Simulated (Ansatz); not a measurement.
ZrC, 2 atoms in the cell. It takes space group F-43m (No. 216, cubic). Conventional cell: a = 5.091 Å, b = 5.091 Å, c = 5.091 Å, α = 90.00°, β = 90.00°, γ = 90.00°. Zr (site symmetry -43m) is surrounded by 4 C at 2.20 Å. Around C (site symmetry -43m) lie 4 Zr at 2.20 Å. The cell was built by a generator and needn't be a form met in nature.

```yaml
Program: Ansatz 0.2.0
Task: band structure
Functional: HF
Potentials_or_basis: Ansatz PAW
Cutoff: "420 eV (not typed: the program's choice for these potentials)"
k_mesh: 5 × 5 × 5
Occupations: fermi-dirac, width 0.05 eV
Spin: no spin polarisation
Path: "[[\"G\", \"X\", \"W\", \"K\", \"G\", \"L\", \"U\", \"W\", \"L\", \"K\"], [\"U\", \"X\"]]"
Points_for_each_segment_of_the_path: 4
```

Potentials or basis: Ansatz PAW.

The run is started by

```sh
$ ansatz run input.yaml --threads 2 --pin off --max-ram 5632MiB --backend cpu --events-out ev --progress --plain --runs-dir out
```

Hardware: 2 threads of Arm Neoverse V1 (shared host).

Question: Estimate the wall time of this run.

Answer: Wall time 110 s on 2 threads of Arm Neoverse V1, with other jobs on the host, peak memory 0.74 GiB. Counts: scf iterations 24, plane waves 645, k points 10, bands 14.
